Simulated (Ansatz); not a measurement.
## InP under changes of volume

One of the cells (25.167 Å³/atom); the others are scaled copies at fixed shape and fractional positions:

```xyz
2
Lattice="0.0000 2.9305 2.9305 2.9305 0.0000 2.9305 2.9305 2.9305 0.0000" Properties=species:S:1:pos:R:3 pbc="T T T"
In    0.0000    0.0000    0.0000
P     4.3957    4.3957    4.3957
```

```yaml
Program: Ansatz 0.2.0
Functional: PBE
Potentials_or_basis: all-electron LAPW, scalar-relativistic
Cutoff: 266 eV (chosen from the basis error)
Basis_error_allowed: 0.0005 eV/atom
k_mesh: 8 × 8 × 8
Occupations: fermi-dirac, width 0.05 eV
Spin: no spin polarisation
```

| volume (Å³/atom) | energy over the lowest point (meV/atom) | pressure (GPa) | gap on the mesh (eV) |
| --- | --- | --- | --- |
| 23.657 | 67.37 | 8.6 | 1.05 |
| 24.160 | ? | ? | ? |
| 24.663 | 25.29 | 4.9 | 0.82 |
| 25.167 | 12.40 | 3.3 | 0.71 |
| 25.670 | 4.19 | 1.9 | 0.61 |
| 26.173 | 0.20 | 0.6 | 0.50 |
| 26.677 | 0.00 | -0.5 | 0.40 |

Task: What does the run at 24.160 Å³/atom give?

Result: Energy over the lowest point 43.42 meV/atom; pressure 6.7 GPa; gap on the mesh 0.94 eV.

Worked out: A Birch-Murnaghan fit of order 3 (a polynomial in V^(-2/3)) to the other rows has its minimum at 26.45 Å³/atom with B0 = V·E''(V) = 60 GPa and B' = 4.7. It gives 43.42 meV/atom at 24.160 Å³/atom, against the run's 43.42, and -dE/dV = 6.7 GPa, against 6.7. A straight line through the other rows of the gap, of slope -5.4 eV per unit of ln V (its deformation potential), gives 0.93 eV, against the run's 0.94.

Energies are extrapolated to zero smearing.

Caveats: spin-orbit coupling is left out, which moves the levels of the heavy elements.
